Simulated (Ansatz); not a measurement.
# Ca under changes of volume

One of the cells (47.122 Å³/atom); the others are scaled copies at fixed shape and fractional positions:

```
Ca
1.0
     0.00000    2.86681    2.86681
     2.86681    0.00000    2.86681
     2.86681    2.86681    0.00000
Ca
1
Cartesian
  0.0000 0.0000 0.0000
```

| Property | Result |
| --- | --- |
| Program | Ansatz 0.2.0 |
| Functional | r2SCAN |
| Dispersion | rVV10 |
| Potentials or basis | Ansatz PAW |
| Cutoff | 500 eV (not typed: the program's choice for these potentials) |
| k mesh | 8 × 8 × 8 |
| Occupations | fermi-dirac, width 0.05 eV |
| Spin | no spin polarisation |

```csv
volume (Å³/atom),energy over the lowest point (meV/atom),pressure (GPa)
44.295,0.00,-0.6
45.237,?,?
46.180,10.99,-1.2
47.122,19.00,-1.5
48.065,28.50,-1.7
49.007,39.35,-2.0
49.950,51.45,-2.2
```

Question: What does the run at 45.237 Å³/atom give?

Answer: Energy over the lowest point 4.60 meV/atom; pressure -0.9 GPa.

Worked out: A Birch-Murnaghan fit of order 3 (a polynomial in V^(-2/3)) to the other rows has no minimum within the range. It gives 4.60 meV/atom at 45.237 Å³/atom, against the run's 4.60, and -dE/dV = -0.9 GPa, against -0.9.

Energies are extrapolated to zero smearing.

Caveats: the PAW data sets come from PBE, with cores solved anew for the run's functional, which leaves a small shift of forces and pressure.
